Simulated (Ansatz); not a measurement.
The system is TiSi2.

```
CELL_PARAMETERS angstrom
1.76511 -6.75928 0.00000
1.76511 6.75928 0.00000
0.00000 0.00000 3.56517
ATOMIC_POSITIONS crystal
Ti 0.10312 0.89688 0.25000
Ti 0.89688 0.10312 0.75000
Si 0.75031 0.24969 0.25000
Si 0.24969 0.75031 0.75000
Si 0.44175 0.55825 0.25000
Si 0.55825 0.44175 0.75000
```

The cell comes from a database or a generator and needn't be the stable form of this composition.

```yaml
Program: Ansatz 0.2.0
Task: single point
Functional: PBEsol
Potentials_or_basis: all-electron LAPW, scalar-relativistic
Cutoff: 231 eV (chosen from the basis error)
Basis_error_allowed: 0.001 eV/atom
k_mesh: 8 × 8 × 8
Occupations: fermi-dirac, width 0.05 eV
Spin: no spin polarisation
```

On this cell: pressure -2.2 GPa; largest force 0.201 eV/Å; band gap on the k mesh none (metal or under the smearing width).

The same run follows on a disturbed copy (atoms moved at random, drawn with an rms of 0.05 Å):

```
Ti Si
1.0
     1.76511   -6.75928    0.00000
     1.76511    6.75928    0.00000
     0.00000    0.00000    3.56517
Ti Si
2 4
Cartesian
  1.7665 5.4096 0.9303
  1.7627 -5.3266 2.7320
  1.7788 -3.4111 0.8933
  1.7285 3.4152 2.6512
  1.7665 0.7502 0.9085
  1.7353 -0.7895 2.6706
```

Problem. What does the disturbed cell give?

Solution. The energy (extrapolated to zero smearing) moves by +13.0 meV/atom; pressure -1.7 GPa; largest force 0.693 eV/Å; band gap on the k mesh none (metal or under the smearing width).

Forces on the atoms (eV/Å):
```
Ti  -0.260 -0.412 -0.492
Ti  -0.071 -0.381 -0.563
Si  -0.278  0.434  0.068
Si   0.360  0.002  0.329
Si  -0.028  0.621  0.153
Si   0.278 -0.265  0.505
```

Stress tensor (GPa, compression positive):
```
-2.40  0.25  0.16
 0.25 -1.83 -0.04
 0.16 -0.04 -0.75
```
